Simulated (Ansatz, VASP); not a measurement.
## One calculation of Os, two programs

Contents of INCAR:

```
ALGO = Normal
EDIFF = 1E-7
ENCUT = 520
GGA = PS
ISIF = 2
ISMEAR = 0
LASPH = True
LCHARG = False
LREAL = False
LWAVE = False
NBANDS = 10
NELM = 80
PREC = Accurate
SIGMA = 0.15
```

Contents of KPOINTS:

```
k-points
0
Gamma
  20 20 20
```

File POSCAR:

```
Os
1.0
    0.0000000000      1.9450000000      1.9450000000
    1.7505000000      0.0000000000      1.9450000000
    1.7505000000      1.9450000000      0.0000000000
Os
1
Direct
    0.0000000000      0.0000000000      0.0000000000
```

Input for Ansatz:

```yaml
crystal:
  lattice:
    - [0.0, 1.945, 1.945]
    - [1.7505, 0.0, 1.945]
    - [1.7505, 1.945, 0.0]
  atoms:
    - { symbol: Os, position: [0.0, 0.0, 0.0] }
basis:
  ecutwfc: 420
kpoints:
  mp_grid: { grid: [20, 20, 20] }
hamiltonian:
  xc: pbesol
scf:
  occupations: { method: gaussian, width: 0.15 }
output:
  forces: true
  stress: true
  eigenvalues: true
```

Change from the starting cell: strain -0.1000 x Voigt [1, 0, 0, 0, 0, 0], atoms carried along.

Alike in both runs: task single point; functional PBEsol; k mesh 20 × 20 × 20; occupations gaussian, width 0.15 eV; no spin polarisation.

|  | VASP | Ansatz |
| --- | --- | --- |
| version | VASP 6.6.1 | Ansatz 0.2.0 |
| potentials or method | VASP PAW PBE potentials, release 64 (Os) | scalar-relativistic, plane waves, PAW |
| plane-wave cutoff (eV) | 520 | 420 |
| valence electrons in the cell | 8 | 16 |

|  | VASP | Ansatz | Ansatz less VASP |
| --- | --- | --- | --- |
| gap on the k mesh at the Fermi level (eV) | none | none | - |
| pressure (GPa) | 28.4 | 26.9 | -1.47 |
| largest component of the traceless stress (GPa) | 30.33 | 30.30 | -0.036 |

A gap of «none» marks a metal or a gap that the smearing closes. The two sets of potentials don't hold the same shells in valence.

Caveats: so large a pressure means that the cell lies far from this level's equilibrium, or that cutoff or potentials fall short (VASP); the potentials were made for another functional, which shifts forces and pressure (VASP). The runs have no spin-orbit coupling, so splittings on Os are missing.
